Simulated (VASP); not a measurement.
GaP, 12 atoms in the cell. Symmetry: Cmcm, No. 63, orthorhombic system. Conventional cell: a = 4.683 Å, b = 4.973 Å, c = 13.465 Å, α = 90.00°, β = 90.00°, γ = 90.00°. P (site symmetry m) has 1 P at 2.22 Å and 4 Ga at 2.36 to 2.52 Å as nearest neighbours. P (site symmetry m2m) has 6 Ga at 2.34 to 2.60 Å as nearest neighbours. Ga (site symmetry m) has 6 P at 2.36 to 2.63 Å and 2 Ga at 2.64 to 2.66 Å as nearest neighbours. Around Ga (site symmetry m2m) lie 6 P at 2.34 to 2.60 Å and 2 Ga at 2.64 Å. Measurements of this composition are mostly on another form, of space group No. 216.

| Property | Result |
| --- | --- |
| Program | VASP 6.6.1 |
| Task | relaxation of cell and atoms |
| Functional | PBEsol |
| Potentials or basis | VASP PAW PBE potentials, release 64 (P, Ga_d) |
| Cutoff | 600 eV |
| k mesh | 8 × 8 × 2 |
| Occupations | gaussian, width 0.03 eV |
| Spin | no spin polarisation |
| Target pressure | 30.7 GPa |
| Further INCAR settings | ALGO = Normal; EDIFF = 1e-07; IBRION = 2; EDIFFG = -0.005; NSW = 90; ISIF = 3 |
| Target pressure | 30.7 GPa |

Potentials or basis: VASP PAW PBE potentials, release 64 (P, Ga_d).

Run with:

```sh
$ cat potpaw_PBE.64/P/POTCAR potpaw_PBE.64/Ga_d/POTCAR > POTCAR
$ mpirun -np 4 vasp_std > vasp.out
```

Hardware: 4 MPI ranks on Intel(R) Xeon(R) Platinum 8259CL CPU @ 2.50GHz (Skylake/Cascade Lake) (shared host).

Estimate the wall time of this run.

It took 29 min on 4 MPI ranks on Intel(R) Xeon(R) Platinum 8259CL CPU @ 2.50GHz (Skylake/Cascade Lake) (shared host), peak memory 0.54 GiB a rank. Counts: scf iterations 115, k points 42, ion steps 19.
